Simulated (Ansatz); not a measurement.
Relaxed sheet of InSe, cell area A = 14.041 Å²:

```yaml
crystal:
  lattice:
    - [4.02656, 0.00000, 0.00000]
    - [-2.01328, 3.48710, 0.00000]
    - [0.00000, 0.00000, 36.72119]
  periodic: [true, true, false]
  atoms:
    - { symbol: Se, position: [0.00000, 0.00000, 0.42665] }
    - { symbol: In, position: [0.66667, 0.33333, 0.46194] }
    - { symbol: In, position: [0.66667, 0.33333, 0.53804] }
    - { symbol: Se, position: [0.00000, 0.00000, 0.57332] }
```

These are results of DFT PBE+D3(BJ), scalar-relativistic, plane waves, PAW in Ansatz, not measurements. Plane waves to 420 eV, a k mesh through Γ of 12×12×1 on the computed 4-atom cell and Gaussian smearing (0.02 eV); no spin polarisation. No periodic images along c.

Under biaxial strain, atoms relaxed, stress positive in compression; ΔE is the free energy at this smearing, of which the stress is the derivative:

```csv
strain (%),σxx (N/m),σyy (N/m),ΔE (meV/cell),thickness (Å)
-2,1.464,1.464,24.60,5.468
+2,-1.208,-1.208,22.52,5.295
```

**Question.** Which in-plane elastic constants follow from the stresses?

**Answer.** With εxx = εyy = ε the tension along x is (C11 + C12)ε. The central difference gives C11 + C12 = (1.464 − (-1.208))/0.04 = 66.8 N/m and C22 + C12 = 66.8 N/m. The layer modulus for a change of area, (C11 + C22 + 2C12)/4, is 33.4 N/m.

**Question.** Do the energies agree?

**Answer.** The second difference [ΔE(−ε) + ΔE(+ε)]/(A·ε²) = (24.60 + 22.52) meV/(14.041 Å² × 0.0004) × 16.02 N/m per eV/Å² = 134.4 N/m should equal C11 + C22 + 2C12 = 133.6 N/m; they differ by 0.6 %, so the two routes agree. The stress in compression and in tension differ in size because of the third-order constants.

**Question.** The unstrained thickness between the outer atoms is 5.386 Å. How does it respond?

**Answer.** d ln t/dε = (5.295 − 5.468)/(5.386 × 0.04) = -0.80: the sheet thins as it is stretched, as its bonds turn towards the plane.

**Question.** The gap on the k mesh is 1.974 eV at −2 %, 1.630 eV unstrained and 1.287 eV at +2 %. What is its slope?

**Answer.** On the stretched side -172 meV a percent, on the compressed side -172 meV a percent.

The sheet is soft in the plane because strain can be taken up partly by changing the angles of the In–Se bonds, not only their lengths. The In–In bonds stand upright and carry no in-plane load directly, so the thinning under tension probably comes mostly from flattening of the outer In–Se pyramids. The larger stress in compression reflects the usual anharmonicity of bonds, whose repulsion steepens as the atoms approach.

The gap falls almost linearly from 1.974 to 1.287 eV between the two strains. The conduction edge of InSe is largely antibonding In s–Se p, so weaker overlap in the stretched sheet probably lowers it and narrows the gap. The unstrained 1.630 eV is well below the known quasiparticle gap of a single layer, as expected from a semilocal functional that lacks the derivative discontinuity; the strain slope is likely more reliable than the gap itself. Equal biaxial strain fixes only the sum of C11 and C12, leaving the in-plane Poisson ratio and Young's modulus undetermined.
